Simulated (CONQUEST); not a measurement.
Runs of CONQUEST 1.3 on PbS. The structure is orthorhombic, space group Cmcm (No. 63). The conventional cell has a = 4.160 Å, b = 11.983 Å, c = 4.279 Å, α = 90.00°, β = 90.00°, γ = 90.00°. Around Pb (site symmetry m2m) lie 5 S at 2.69 to 2.99 Å. Around S (site symmetry m2m) lie 5 Pb at 2.69 to 2.99 Å. Measurements of this composition are mostly on another form, of space group No. 225.

```tsv
task	level	potentials or basis	cell	k mesh	smearing	solver	SCF tolerance	gap on the mesh (eV)	pressure (GPa)	largest force (eV/Å)
single point	PBE	PseudoDojo NC PBE, SZP, grid cutoff 120 Ha	as given	5 × 5 × 2	fermi-dirac 0.05 eV	diagonalisation	1e-06	1.06	2.7	0.45
single point	PBE	PseudoDojo NC PBE, SZP, grid cutoff 120 Ha	as given	8 × 8 × 3	fermi-dirac 0.05 eV	diagonalisation	1e-06	1.03	2.7	0.45
single point	PBE	PseudoDojo NC PBE, SZ, grid cutoff 120 Ha	atoms moved at random, drawn with an rms of 0.05 Å	7 × 6 × 3	fermi-dirac 0.05 eV	diagonalisation	1e-06	1.13	6.2	1.22
single point	PBE	PseudoDojo NC PBE, SZ, linear scaling with L range 14 bohr, grid cutoff 120 Ha	atoms moved at random, drawn with an rms of 0.05 Å	-	none (density matrix without k points)	linear scaling	1e-05	-	12.5	1.05
single point	PBE	PseudoDojo NC PBE, SZP, grid cutoff 120 Ha	as given	4 × 4 × 2	fermi-dirac 0.05 eV	diagonalisation	1e-06	1.23	(a)	0.40
single point	PBE	PseudoDojo NC PBE, SZP, grid cutoff 120 Ha	as given	6 × 5 × 2	fermi-dirac 0.05 eV	diagonalisation	1e-06	1.06	2.7	0.45
single point	PBE	PseudoDojo NC PBE, SZP, grid cutoff 120 Ha	as given	7 × 6 × 3	fermi-dirac 0.05 eV	diagonalisation	1e-06	1.13	2.7	0.45
```

Alike in all rows: no spin polarisation.

Problem. Estimate the missing entries.

Solution. (a) 2.6.

Caveats: the atomic basis is small; the basis of atomic orbitals isn't converged, which shifts pressures, moduli and gaps; spin-orbit coupling is left out, which as a rule narrows the gap of such compounds by several tenths of an eV (some runs); an odd mesh through Γ misses points on the zone boundary, where band edges often lie (some runs); this functional lacks dispersion, which binds the layers, so the pressure and a relaxed spacing across them are unreliable (some runs); the density matrix is cut off at a finite range, which raises the energy and shifts forces and pressure (some runs); the box holds several primitive cells, so bands are folded and the points are those of the box's own zone (some runs).

A k mesh can miss the band edges, and the runs leave out spin-orbit coupling on Pb.
